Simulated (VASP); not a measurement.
# B (Pm-3m) in VASP: notebook

One crystal, B, is run at these levels: SCAN, TPSS, TB-mBJ; tasks: band structure.

All numbers are computed with VASP 6.6.1; they aren't measurements. Logs are shortened: lines on timing, memory, paths and dates and some standing lists are left out, and cuts for length are marked.

### 1 The crystal as given

It takes space group Pm-3m (No. 221, cubic). Conventional cell: a = 1.885 Å, b = 1.885 Å, c = 1.885 Å, α = 90.00°, β = 90.00°, γ = 90.00°. Around B (site symmetry m-3m) lie 6 B at 1.89 Å.

The cell was built by a generator and needn't be a form met in nature.

### 2 Band structure, SCAN

INCAR

```
  PREC = Accurate
  ENCUT = 520
  EDIFF = 1E-6
  ISMEAR = -1
  SIGMA = 0.05
  LREAL = False
  LASPH = True
  NELM = 100
  ALGO = Normal
  ISIF = 2
  LWAVE = False
  LCHARG = False
  METAGGA = SCAN
  LMIXTAU = True
```

KPOINTS

```
regular mesh
0
Gamma
  14 14 14
```

POSCAR

```
B
1.0
    1.8852400000      0.0000000000      0.0000000000
    0.0000000000      1.8852400000      0.0000000000
    0.0000000000      0.0000000000      1.8852400000
B
1
Direct
    0.5000000000      0.5000000000      0.5000000000
```

KPOINTS_OPT

```
path GXMGRX,MR
20
line-mode
reciprocal
 0.0000000000  0.0000000000  0.0000000000  G
 0.0000000000  0.5000000000  0.0000000000  X

 0.0000000000  0.5000000000  0.0000000000  X
 0.5000000000  0.5000000000  0.0000000000  M

 0.5000000000  0.5000000000  0.0000000000  M
 0.0000000000  0.0000000000  0.0000000000  G

 0.0000000000  0.0000000000  0.0000000000  G
 0.5000000000  0.5000000000  0.5000000000  R

 0.5000000000  0.5000000000  0.5000000000  R
 0.0000000000  0.5000000000  0.0000000000  X

 0.5000000000  0.5000000000  0.0000000000  M
 0.5000000000  0.5000000000  0.5000000000  R
```

Potentials or basis: VASP PAW PBE potentials, release 64 (B).

On the command line:

```console
cat potpaw_PBE.64/B/POTCAR > POTCAR
mpirun -np 1 vasp_std > vasp.out
```

OUTCAR:

```text
PREC = Accurate
   ENCUT = 520
   EDIFF = 1E-6
   ISMEAR = -1
   LREAL = False
   LASPH = True
   NELM = 100
   ISIF = 2
   METAGGA = SCAN

 ion  position               nearest neighbor table
   1  0.500  0.500  0.500-

  LATTYP: Found a simple cubic cell.
 ALAT       =     1.8852400000

  Lattice vectors:

 A1 = (   1.8852400000,   0.0000000000,   0.0000000000)
 A2 = (   0.0000000000,   1.8852400000,   0.0000000000)
 A3 = (   0.0000000000,   0.0000000000,   1.8852400000)

Analysis of symmetry for initial positions (statically):
=====================================================================
 Subroutine PRICEL returns:
 Original cell was already a primitive cell.

 Routine SETGRP: Setting up the symmetry group for a
 simple cubic supercell.

 Subroutine GETGRP returns: Found 48 space group operations
 (whereof 48 operations were pure point group operations)
 out of a pool of 48 trial point group operations.

The static configuration has the point symmetry O_h .

Analysis of symmetry for dynamics (positions and initial velocities):
=====================================================================
 Subroutine PRICEL returns:
 Original cell was already a primitive cell.

 Routine SETGRP: Setting up the symmetry group for a
 simple cubic supercell.

 Subroutine GETGRP returns: Found 48 space group operations
 (whereof 48 operations were pure point group operations)
 out of a pool of 48 trial point group operations.

The dynamic configuration has the point symmetry O_h .

 Subroutine INISYM returns: Found 48 space group operations
 (whereof 48 operations are pure point group operations),
 and found     1 'primitive' translations

----------------------------------------------------------------------------------------

                                     Primitive cell

  volume of cell :       6.7004

  direct lattice vectors                    reciprocal lattice vectors
     1.885240000  0.000000000  0.000000000     0.530436443  0.000000000  0.000000000
     0.000000000  1.885240000  0.000000000     0.000000000  0.530436443  0.000000000
     0.000000000  0.000000000  1.885240000     0.000000000  0.000000000  0.530436443

  length of vectors
     1.885240000  1.885240000  1.885240000     0.530436443  0.530436443  0.530436443

  position of ions in fractional coordinates (direct lattice)
[... 73 lines left out ...]
   LSORBIT =      F    spin-orbit coupling
   LASPH  =      T    aspherical Exc in radial PAW
   ENCUT  =  520.0 eV  38.22 Ry    6.18 a.u.   3.51  3.51  3.51*2*pi/ulx,y,z
   NELM   =    100;   NELMIN=  2; NELMDL= -5     # of ELM steps
   EDIFF  = 0.1E-05   stopping-criterion for ELM
   LREAL  =      F    real-space projection
   EDIFFG = 0.1E-04   stopping-criterion for IOM
   NSW    =      0    number of steps for IOM
   IBRION =     -1    ionic relax: 0-MD 1-quasi-New 2-CG
   NFREE  =      0    steps in history (QN), initial steepest desc. (CG)
   ISIF   =      2    stress and relaxation
   ISYM   =      2    0-nonsym 1-usesym 2-fastsym
   POTIM  = 0.5000    time-step for ionic-motion
   TEBEG  =    0.0;   TEEND  =   0.0 temperature during run
   PSTRESS=    0.0 pullay stress
   NELECT =       3.0000    total number of electrons
   NUPDOWN=      -1.0000    fix difference up-down
   EMIN   =  10.00;   EMAX   =-10.00  energy-range for DOS
   EFERMI =   0.00;   METHOD = LEGACY
   ISMEAR =    -1;   SIGMA  =   0.05  broadening in eV -4-tet -1-fermi 0-gaus
   EFERMI_NEDOS =   21; number of points for ismear=-14 and -15
   IALGO  =     38    algorithm
   IMIX   =      4    mixing-type and parameters
     AMIX     =   0.40;   BMIX     =  1.00
     AMIX_MAG =   1.60;   BMIX_MAG =  1.00
  volume/ion in A,a.u.               =       6.70        45.22
  Fermi-wavevector in a.u.,A,eV,Ry     =   1.252416  2.366723 21.341361  1.568546
  Thomas-Fermi vector in A             =   2.386317
   LORBIT       =      0    0 simple, 1 ext, 2 COOP (PROOUT), +10 PAW based schemes
   METAGGA = SCAN    functional components
   LHFCALC =     F    Hartree Fock is set to
   AEXX    =    0.0000 exact exchange contribution
   IVDW    =     0    specifies the selected vdW correction
   LEPSILON=     F    determine dielectric tensor
   LRPA    =     F    only Hartree local field effects (RPA)
 non-spin polarized calculation
  energy-cutoff  :      520.00
  volume of cell :        6.70
 maximum number of plane-waves:       192
   NGX =  7   NGY =  7   NGZ =  7

 number of electron       3.0000000 magnetization

 Free energy of the ion-electron system (eV)
  ---------------------------------------------------
  ext. energy  EPLUGINS =         0.00000000
  ---------------------------------------------------
  free energy    TOTEN  =        -6.23021079 eV

  energy without entropy =       -6.22571689  energy(sigma->0) =       -6.22796384

 E-fermi :   6.9982     XC(G=0): -13.0796

 val. band max:        6.9247709247   @ k =   0.3571   0.2857   0.0000
 cond. band min:       7.0274202049   @ k =   0.3571   0.2143   0.1429
 fundamental gap:      0.1026492802
 Fermi energy:         6.9982249855

 k-point     1 :       0.0000    0.0000    0.0000
  band No.  band energies     occupation
      1      -9.5488      2.00000
      2      21.7129      0.00000
      3      21.7129      0.00000
      4      21.7129      0.00000
      5      31.5278      0.00000
[... 177 lines left out ...]
 k-point    24 :       0.3571    0.2143    0.0000
  band No.  band energies     occupation
      1      -3.4055      2.00000
      2       6.4180      1.99998
      3      17.5441      0.00000
      4      25.9642      0.00000
      5      30.1755      0.00000

 [... further k-points ...]

------------------------ aborting loop because EDIFF is reached ----------------------------------------

  FORCE on cell =-STRESS in cart. coord.  units (eV):
  Direction    XX          YY          ZZ          XY          YZ          ZX
  --------------------------------------------------------------------------------------
  -------------------------------------------------------------------------------------
  Total       -0.0465983     -0.0465983     -0.0465983     -0.0000000     -0.0000000      0.0000000
  in kB      -11.1424607    -11.1424607    -11.1424607     -0.0000000     -0.0000000      0.0000000
  external PRESSURE =     -11.1424607 kB  Pullay stress =       0.0000000 kB

 VOLUME and BASIS-vectors are now :
 -----------------------------------------------------------------------------
  energy-cutoff  :      520.00
  volume of cell :        6.70
      direct lattice vectors                 reciprocal lattice vectors
     1.885240000  0.000000000  0.000000000     0.530436443  0.000000000  0.000000000
     0.000000000  1.885240000  0.000000000     0.000000000  0.530436443  0.000000000
     0.000000000  0.000000000  1.885240000     0.000000000  0.000000000  0.530436443

 POSITION                                       TOTAL-FORCE (eV/Angst)
 -----------------------------------------------------------------------------------
      0.94262      0.94262      0.94262         0.000000      0.000000      0.000000
 -----------------------------------------------------------------------------------
    total drift:                                0.000000     -0.000000      0.000000

  FREE ENERGIE OF THE ION-ELECTRON SYSTEM (eV)
  ---------------------------------------------------
  free  energy   TOTEN  =        -6.2302107919 eV

  energy  without entropy=       -6.2257168928  energy(sigma->0) =       -6.22796384
```

Wall time 9.8 s (1 thread of Intel Xeon Platinum 8559C (Emerald Rapids), shared host); peak memory 0.11 GiB.

What came out:

```
Free energy             : -6.2302 eV
Pressure                : -1.1 GPa
Band gap along the path : none (metal or under the smearing width)
```

Levels at the corners of the path, in eV from the Fermi level:
```
point  band 1  band 2  band 3  band 4  band 5
    Γ  -16.55   14.71   14.71   14.71   24.53
    X   -8.54   -6.58   18.81   18.81   31.29
    X   -8.54   -6.58   18.81   18.81   31.29
    M   -1.99   -1.99    4.45    8.54   22.12
    M   -1.99   -1.99    4.45    8.54   22.12
    Γ  -16.55   14.71   14.71   14.71   24.53
    Γ  -16.55   14.71   14.71   14.71   24.53
    R    3.63    3.63    3.63   17.24   17.24
    R    3.63    3.63    3.63   17.24   17.24
    X   -8.54   -6.58   18.81   18.81   31.30
    M   -1.99   -1.99    4.45    8.54   22.12
    R    3.63    3.63    3.63   17.24   17.24
```

Caveat: the PAW data sets were made with another functional, which shifts forces and pressure a little.

### 3 Band structure, TPSS

INCAR, as its differences from that of step 2:

```diff
@@ -12,3 +12,3 @@
   LCHARG = False
-  METAGGA = SCAN
+  METAGGA = TPSS
   LMIXTAU = True
```

KPOINTS is that of step 2.

POSCAR is that of step 2.

KPOINTS_OPT is that of step 2.

Potentials or basis: VASP PAW PBE potentials, release 64 (B).

On the command line:

```console
cat potpaw_PBE.64/B/POTCAR > POTCAR
mpirun -np 1 vasp_std > vasp.out
```

Run time: 7.3 s. Hardware: 1 thread of Intel Xeon Platinum 8559C (Emerald Rapids), shared host; peak memory 0.11 GiB.

Results (log left out):

```yaml
Free_energy: -6.7834 eV
Pressure: -1.7 GPa
Band_gap_along_the_path: none (metal or under the smearing width)
```

Levels at the corners of the path, in eV from the Fermi level:
| point | band 1 | band 2 | band 3 | band 4 |
| --- | --- | --- | --- | --- |
| Γ | -15.94 | 13.86 | 13.86 | 13.86 |
| X | -8.28 | -6.32 | 17.83 | 17.83 |
| X | -8.28 | -6.32 | 17.83 | 17.83 |
| M | -1.90 | -1.90 | 4.27 | 8.02 |
| M | -1.90 | -1.90 | 4.27 | 8.02 |
| Γ | -15.94 | 13.86 | 13.86 | 13.86 |
| Γ | -15.94 | 13.86 | 13.86 | 13.86 |
| R | 3.53 | 3.53 | 3.53 | 16.60 |
| R | 3.53 | 3.53 | 3.53 | 16.60 |
| X | -8.28 | -6.32 | 17.83 | 17.83 |
| M | -1.90 | -1.90 | 4.27 | 8.02 |
| R | 3.53 | 3.53 | 3.53 | 16.60 |

Caveat: the PAW data sets were made with another functional, which shifts forces and pressure a little.

### 4 Band structure, TB-mBJ

POSCAR is that of step 3.

INCAR.step1

```
  PREC = Accurate
  ENCUT = 520
  EDIFF = 1E-5
  ISMEAR = -1
  SIGMA = 0.05
  LREAL = False
  LASPH = True
  NELM = 100
  ALGO = Normal
  ISIF = 2
  LWAVE = True
  LCHARG = False
  GGA = PE
```

INCAR.step2

```
  PREC = Accurate
  ENCUT = 520
  EDIFF = 1E-6
  ISMEAR = -1
  SIGMA = 0.05
  LREAL = False
  LASPH = True
  NELM = 100
  ALGO = Normal
  ISIF = 2
  LWAVE = False
  LCHARG = False
  METAGGA = MBJ
  ISTART = 1
```

KPOINTS is that of step 3.

KPOINTS_OPT is that of step 3.

Potentials or basis: VASP PAW PBE potentials, release 64 (B).

On the command line:

```console
cat potpaw_PBE.64/B/POTCAR > POTCAR
cp INCAR.step1 INCAR
mpirun -np 1 vasp_std > vasp.out
cp INCAR.step2 INCAR
mpirun -np 1 vasp_std > vasp.out
```

OUTCAR:

```text
PREC = Accurate
   ENCUT = 520
   EDIFF = 1E-6
   ISMEAR = -1
   LREAL = False
   LASPH = True
   NELM = 100
   ISIF = 2
   METAGGA = MBJ
   ISTART = 1

 ion  position               nearest neighbor table
   1  0.500  0.500  0.500-

  LATTYP: Found a simple cubic cell.
 ALAT       =     1.8852400000

  Lattice vectors:

 A1 = (   1.8852400000,   0.0000000000,   0.0000000000)
[... 368 lines left out ...]
      1      -3.3189      2.00000
      2       6.0941      1.99997
      3      16.7444      0.00000
      4      24.5631      0.00000
      5      28.8735      0.00000

 [... further k-points ...]

------------------------ aborting loop because EDIFF is reached ----------------------------------------

  FORCE on cell =-STRESS in cart. coord.  units (eV):
  Direction    XX          YY          ZZ          XY          YZ          ZX
  --------------------------------------------------------------------------------------
  -------------------------------------------------------------------------------------
  Total       -0.6477618     -0.6477618     -0.6477618     -0.0000000      0.0000000     -0.0000000
  in kB     -154.8909360   -154.8909360   -154.8909360     -0.0000000      0.0000000     -0.0000000
  external PRESSURE =    -154.8909360 kB  Pullay stress =       0.0000000 kB

 VOLUME and BASIS-vectors are now :
 -----------------------------------------------------------------------------
  energy-cutoff  :      520.00
  volume of cell :        6.70
      direct lattice vectors                 reciprocal lattice vectors
     1.885240000  0.000000000  0.000000000     0.530436443  0.000000000  0.000000000
     0.000000000  1.885240000  0.000000000     0.000000000  0.530436443  0.000000000
     0.000000000  0.000000000  1.885240000     0.000000000  0.000000000  0.530436443

 POSITION                                       TOTAL-FORCE (eV/Angst)
 -----------------------------------------------------------------------------------
      0.94262      0.94262      0.94262         0.000000      0.000000      0.000000
 -----------------------------------------------------------------------------------
    total drift:                                0.000000      0.000000     -0.000000

  FREE ENERGIE OF THE ION-ELECTRON SYSTEM (eV)
  ---------------------------------------------------
  free  energy   TOTEN  =         0.6681372202 eV

  energy  without entropy=        0.6727813325  energy(sigma->0) =        0.67045928
```

OUTCAR.step1:

```text
PREC = Accurate
   ENCUT = 520
   EDIFF = 1E-5
   ISMEAR = -1
   LREAL = False
[... 408 lines left out ...]

 POSITION                                       TOTAL-FORCE (eV/Angst)
 -----------------------------------------------------------------------------------
      0.94262      0.94262      0.94262         0.000000      0.000000      0.000000
 -----------------------------------------------------------------------------------
    total drift:                                0.000000      0.000000     -0.000000

  FREE ENERGIE OF THE ION-ELECTRON SYSTEM (eV)
  ---------------------------------------------------
  free  energy   TOTEN  =        -5.6021718437 eV

  energy  without entropy=       -5.5974951079  energy(sigma->0) =       -5.59983348
```

OSZICAR.step1:

```text
N       E                     dE             d eps       ncg     rms          rms(c)
DAV:   1    -0.177939850666E+01   -0.17794E+01   -0.13850E+03  1280   0.432E+02
DAV:   2    -0.560141904845E+01   -0.38220E+01   -0.33893E+01  1605   0.589E+01
DAV:   3    -0.561743378632E+01   -0.16015E-01   -0.15862E-01  1305   0.399E+00
DAV:   4    -0.561743655338E+01   -0.27671E-05   -0.27671E-05  1620   0.496E-02
DAV:   5    -0.561743655350E+01   -0.11998E-09   -0.33558E-09  1250   0.438E-04    0.162E+00
DAV:   6    -0.560642446078E+01    0.11012E-01   -0.34096E-03  1350   0.554E-01    0.992E-01
DAV:   7    -0.560214948938E+01    0.42750E-02   -0.55471E-03  1415   0.733E-01    0.569E-02
DAV:   8    -0.560217266942E+01   -0.23180E-04   -0.37244E-05  1250   0.711E-02    0.115E-02
DAV:   9    -0.560217184370E+01    0.82572E-06   -0.35262E-06   695   0.191E-02
   1 F= -.56021718E+01 E0= -.55998335E+01  d E =-.467674E-02
```

Wall time 6.4 s (1 thread of Intel Xeon Platinum 8559C (Emerald Rapids), shared host); peak memory 0.1 GiB.

What came out:

```yaml
Band_gap_along_the_path: none (metal or under the smearing width)
```

Levels at the corners of the path, in eV from the Fermi level:
```csv
point,band 1,band 2,band 3,band 4
Γ,-15.84,13.83,13.83,13.83
X,-8.26,-6.22,17.75,17.75
X,-8.26,-6.22,17.75,17.75
M,-1.93,-1.93,4.43,8.12
M,-1.93,-1.93,4.43,8.12
Γ,-15.84,13.83,13.83,13.83
Γ,-15.84,13.83,13.83,13.83
R,3.51,3.51,3.51,16.52
R,3.51,3.51,3.51,16.52
X,-8.26,-6.22,17.75,17.75
M,-1.93,-1.93,4.43,8.12
R,3.51,3.51,3.51,16.52
```

Caveat: the PAW data sets were made with another functional, which shifts forces and pressure a little.

### 5 The reference run

An earlier run on the cell as given: functional PBE; potentials or basis VASP PAW PBE potentials, release 64 (B); cutoff 520 eV; k mesh 14 × 14 × 14; occupations fermi-dirac, width 0.05 eV; no spin polarisation.

* Pressure: 0.4 GPa
* Band gap on the k mesh: none (metal or under the smearing width)

### 6 Overview

```tsv
task	level	pressure (GPa)
band structure	SCAN	-1.1
band structure	TPSS	-1.7
band structure	TB-mBJ	-
single point	PBE	0.4
```

Alike in all rows: potentials or basis VASP PAW PBE potentials, release 64 (B); no spin polarisation; cell as given; k mesh 14 × 14 × 14; cutoff (eV) 520; smearing fermi-dirac 0.05 eV.

The pressure there spans -1.7 GPa (TPSS) to 0.4 GPa (PBE); a positive pressure means that this level wants a larger cell, a negative one a smaller.

Caveats: the PAW data sets were made with another functional, which shifts forces and pressure a little (some runs).

Absolute energies hang on the potentials; compare differences alone.
